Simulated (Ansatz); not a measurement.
C: relaxation of cell and atoms with PBE

Crystal: C.

```
C
1.0
     2.52210    0.00000    0.00000
    -1.26105    2.18420    0.00000
     0.00000    0.00000   12.35570
C
12
Direct
  0.66667 0.33333 0.35417
  0.33333 0.66667 0.85417
  0.66667 0.33333 0.14583
  0.33333 0.66667 0.64583
  0.66667 0.33333 0.47917
  0.33333 0.66667 0.97917
  0.66667 0.33333 0.02083
  0.33333 0.66667 0.52083
  0.00000 0.00000 0.81250
  0.00000 0.00000 0.31250
  0.00000 0.00000 0.68750
  0.00000 0.00000 0.18750
```

This is a hexagonal form of diamond, not graphite.

* Program: Ansatz 0.2.0
* Task: relaxation of cell and atoms
* Functional: PBE
* Potentials or basis: Ansatz PAW
* Cutoff: 420 eV (not typed: the program's choice for these potentials)
* k mesh: 12 × 12 × 3
* Occupations: fermi-dirac, width 0.05 eV
* Spin: no spin polarisation

```yaml
Relaxed_volume: 5.70 Å³/atom
Relaxed_cell: a = 2.520 Å, b = 2.520 Å, c = 12.429 Å, α = 90.00°, β = 90.00°, γ = 120.00°
Space_group_after_relaxing_to_0.05_Å: P6_3/mmc (No. 194)
Energy_gained_by_relaxing: 1.7 meV/atom
Ionic_steps: 7
Pressure_after_relaxing: 0.0 GPa
Band_gap_on_the_k_mesh: 4.44 eV
```

The path:
| step | energy change (eV) | largest force (eV/Å) | volume (Å³) |
| --- | --- | --- | --- |
| 1 | 0.0000 | 0.3306 | 68.06 |
| 2 | -0.0141 | 0.3263 | 68.26 |
| 3 | -0.0173 | 0.1657 | 68.33 |
| 4 | -0.0180 | 0.0013 | 68.37 |
| 5 | -0.0202 | 0.0007 | 68.37 |
| 6 | -0.0201 | 0.0001 | 68.38 |
| 7 | -0.0202 | 0.0001 | 68.38 |

Final structure:
```
CELL_PARAMETERS angstrom
2.52048 0.00000 0.00000
-1.26024 2.18280 0.00000
0.00000 0.00000 12.42901
ATOMIC_POSITIONS crystal
C 0.66667 0.33333 0.35491
C 0.33333 0.66667 0.85491
C 0.66667 0.33333 0.14509
C 0.33333 0.66667 0.64509
C 0.66667 0.33333 0.47923
C 0.33333 0.66667 0.97923
C 0.66667 0.33333 0.02077
C 0.33333 0.66667 0.52077
C 0.00000 0.00000 0.81314
C 0.00000 0.00000 0.31314
C 0.00000 0.00000 0.68686
C 0.00000 0.00000 0.18686
```

It took 17 s on 2 threads of Arm Neoverse V1 (shared host), peak memory 0.36 GiB.

Caveat: odd divisions of the mesh miss points on the zone boundary, where band edges often lie, so the gap on the mesh can be too wide; the plane-wave basis is chosen anew once the cell has moved, so the energies of steps on either side of that aren't comparable; the pressure holds a Pulay correction of +1.0 GPa for the finite cutoff. Zero-point motion and thermal expansion aren't in these numbers.
